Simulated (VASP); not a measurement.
Set up this calculation in VASP 6.6.1, as the native input.

```
Task                   : relaxation of cell and atoms
Functional             : PBE
Potentials or basis    : VASP PAW PBE potentials, release 64 (Cs_sv, Ag, Bi, Br)
Cutoff                 : 300 eV
k mesh                 : 2 × 2 × 2
Occupations            : gaussian, width 0.03 eV
Spin                   : no spin polarisation
Further INCAR settings : ALGO = Normal; EDIFF = 1e-07; IBRION = 2; EDIFFG = -0.005; NSW = 90; ISIF = 3
```

The structure of Cs2AgBiBr6 lies in POSCAR:

```
Cs2AgBiBr6                              
1.0
    0.0000000000      5.7562518983      5.7562518983
    5.7562518983     -0.0000000000      5.7562518983
    5.7562518983      5.7562518983      0.0000000000
  Cs              Ag              Bi              Br            
     2     1     1     6
Direct
     0.2500000000000000    0.2500000000000000    0.2500000000000000
     0.7500000000000000    0.7500000000000000    0.7500000000000000
     0.5000000000000000    0.5000000000000000    0.5000000000000000
     0.0000000000000000    0.0000000000000000    0.0000000000000000
     0.2502705016426006    0.7497294983573995    0.2502705016426006
     0.2502705016426006    0.7497294983573995    0.7497294983573995
     0.7497294983573995    0.2502705016426006    0.7497294983573995
     0.7497294983573995    0.2502705016426006    0.2502705016426006
     0.2502705016426006    0.2502705016426006    0.7497294983573995
     0.7497294983573995    0.7497294983573995    0.2502705016426006
```

These files were run (other wordings do the same):

INCAR

```
  PREC = Accurate
  ENCUT = 300
  EDIFF = 1E-7
  ISMEAR = 0
  SIGMA = 0.03
  LREAL = False
  LASPH = True
  NELM = 80
  ALGO = Normal
  ISIF = 3
  LWAVE = False
  LCHARG = False
  GGA = PE
  IBRION = 2
  NSW = 90
  EDIFFG = -0.005
```

KPOINTS

```
Automatic mesh
0
Gamma
  2 2 2
```

Potentials or basis: VASP PAW PBE potentials, release 64 (Cs_sv, Ag, Bi, Br).

Command:

```bash
$ cat potpaw_PBE.64/Cs_sv/POTCAR potpaw_PBE.64/Ag/POTCAR potpaw_PBE.64/Bi/POTCAR potpaw_PBE.64/Br/POTCAR > POTCAR
$ mpirun -np 2 vasp_std > vasp.out
```

It gave:

```
Relaxed volume                         : 38.18 Å³/atom
Relaxed cell                           : a = 8.143 Å, b = 8.143 Å, c = 8.143 Å, α = 60.00°, β = 60.00°, γ = 60.00°
Space group after relaxing (to 0.05 Å) : Fm-3m (No. 225)
Energy gained by relaxing              : 0.0 meV/atom
Ionic steps                            : 2
Pressure after relaxing                : 0.0 GPa
Band gap on the k mesh                 : 1.32 eV, indirect (least direct gap 2.35 eV)
```

Caveat: the k mesh is coarse (spacing up to 0.47 Å⁻¹), so the values aren't converged; the cutoff is under 1.25 times the usual one of these potentials, so pressure, stress and relaxed cells hold a basis-set (Pulay) error; spin-orbit coupling is left out, which as a rule narrows the gap of such compounds by several tenths of an eV.

Run time: 32 s on 2 MPI ranks on Intel(R) Xeon(R) Platinum 8559C (Emerald Rapids), on a shared host, peak memory 0.23 GiB a rank.
